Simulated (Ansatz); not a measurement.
**TaN: energy along a strain**

TaN, P-6m2, a = 2.938 Å, c = 2.883 Å (as given, not relaxed at this level: -4.9 GPa). This isn't the usual stable structure of the compound. Ansatz: PBEsol, PAW, 420 eV, Γ-centred 18×18×16 mesh on 2 atoms, Gaussian smearing 0.15 eV; no spin polarisation. Cell vectors (Å): 2.938 0.000 0.000; -1.469 2.544 0.000; 0.000 0.000 2.883. The cell is strained by x per cent times the pattern (1 -1 0 0 0 0) in the order xx yy zz yz xz xy (engineering shears), with fractional coordinates held. y is the free energy over the start, V0 = 10.776 Å³/atom.

```tsv
x (%)	y (meV/atom)
-4.00	?
-3.00	28.24
-2.00	12.21
-1.00	2.97
0.00	0.00
1.00	2.93
2.00	11.82
3.00	26.70
3.50	36.39
4.00	47.60
```

**Question.** Fit y = c1 x + c2 x² + c3 x³ to the other rows, get the stiffness along the pattern, and predict the missing energy.

**Answer.** Least squares on the rows shown. y = −0.072160 x + 3.0498 x² − 0.015889 x³. The clamped-ion stiffness p·C·p = 2 × 30.50 eV × 160.2 / 10.776 Å³ = 907 GPa (second derivative at the start, which stands under stress). At x = -4.00 the fit asked for gives 50.10 meV/atom. The run gave 51.44 meV/atom, so the fit is 1.34 meV/atom too low, 2.6 % of the span of the series, against an rms of 0.14 meV/atom on the fitted rows. The row lies outside the fitted range. With a term in x⁴ added, a fit to the same known rows predicts 51.57 meV/atom, so most of the miss is curvature that the known rows already hold.

Spin–orbit coupling is left out, which can shift energies with elements as heavy as these.